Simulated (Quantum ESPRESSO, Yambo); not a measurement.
An input for Yambo 5.3.0 (ZrSe2 (1T monolayer)):

```
optics
bss
bse
em1s
dipoles
rim_cut
rim_w
RandQpts= 3000000
RandGvec= 100 RL
CUTGeo= "slab z"
RandGvecW= 9 RL
Chimod= "HARTREE"
BSKmod= "SEX"
BSEmod= "resonant"
BSSmod= "d"
BSENGexx= 30 Ry
BSENGBlk= 4 Ry
% BSEQptR
 1 | 1 |
%
% BSEBands
 28 | 33 |
%
% BEnRange
 0 | 5 | eV
%
% BDmRange
 0.1 | 0.1 | eV
%
BEnSteps= 101
% BLongDir
 1 | 0 | 0 |
%
% BndsRnXs
 1 | 53 |
%
NGsBlkXs= 4 Ry
% LongDrXs
 1 | 1 | 0 |
%
% KfnQP_E
 1.136 | 1.0 | 1.0 |
%
WRbsWF
```

```sh
OMP_NUM_THREADS=1 mpirun -n 4 yambo -F bse11.in -J bse11 -C bse11 > bse11.log
```

The stored states that it reads are on a 12×12×1 mesh. The cell holds 3 atoms: 1 Zr and 2 Se. Its edges and angles: a = 3.808 Å, b = 3.808 Å, c = 16.000 Å, α = 90.0°, β = 90.0°, γ = 120.0°. Vacuum lies along c.

Question: How long will it take on 4 MPI ranks of Arm Neoverse V1, shared host, and how much memory?

It took 9.8 min; on shared hardware allow 4.9 min to 20 min. Peak host memory was 3.3 GiB.

The kernel grows as the square of the matrix size, and full diagonalisation as its cube.

[Paths, hosts, dates, memory and timing lines, banners, echoed tables and standing remarks are left out of the program output.]

[Logs are printed without paths, hosts, clocks, repeated set-up lines and the standing remarks that a program may print on its own settings, such as how far it seeks lower states.]

[Runs of the session that timed out or met a known fault of the program may be left out.]

[Hosts, paths, dates, database ids (printed as entryN), source tags and the programs' standing remarks are cut or masked in the printed files.]
